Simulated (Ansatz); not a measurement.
BeS and its competing phases

Theory: DFT PBE, scalar-relativistic, plane waves, PAW in Ansatz. Settings: cutoff 420 eV, Γ-centred meshes spaced at most about 0.3 Å⁻¹ (2π included), Gaussian smearing. No spin polarisation.

Formation energies are uncorrected and refer to the elements' standard structures at the same level.

All energies are static (0 K, no zero-point motion). The reference form of S is held partly by dispersion forces, which this level lacks.

The competitors are the elements and 1 reference phase of this chemical system (from databases or known types: BeS), relaxed at the same level; other known phases may be missing.

The candidate was reached from: 3-connected net, two elements alternating.

```yaml
crystal:
  lattice:
    - [5.71555, 0.00000, 0.00000]
    - [0.00000, 5.71555, 0.00000]
    - [0.00000, 0.00000, 5.71555]
  atoms:
    - { symbol: Be, position: [0.87500, 0.87500, 0.87500] }
    - { symbol: Be, position: [0.62500, 0.12500, 0.37500] }
    - { symbol: Be, position: [0.12500, 0.37500, 0.62500] }
    - { symbol: Be, position: [0.37500, 0.62500, 0.12500] }
    - { symbol: S, position: [0.37500, 0.37500, 0.37500] }
    - { symbol: S, position: [0.12500, 0.62500, 0.87500] }
    - { symbol: S, position: [0.62500, 0.87500, 0.12500] }
    - { symbol: S, position: [0.87500, 0.12500, 0.62500] }
```

Task: Where does it stand against these competitors?

Result: Not the lowest form: another structure of the same formula lies lower. Its formation energy is -0.657 eV/atom. The lowest competing phase at this composition is this:

```
phase      space group  source  share of atoms  ΔE_f (eV/atom)
  BeS  F-43m (No. 216)     COD          1.0000          -1.070
```

The candidate lies 0.41 eV/atom above this phase. The candidate matches no cell in the subsets of the Crystallography Open Database and the Materials Project at hand. A phase this far over the hull is unlikely to be made.
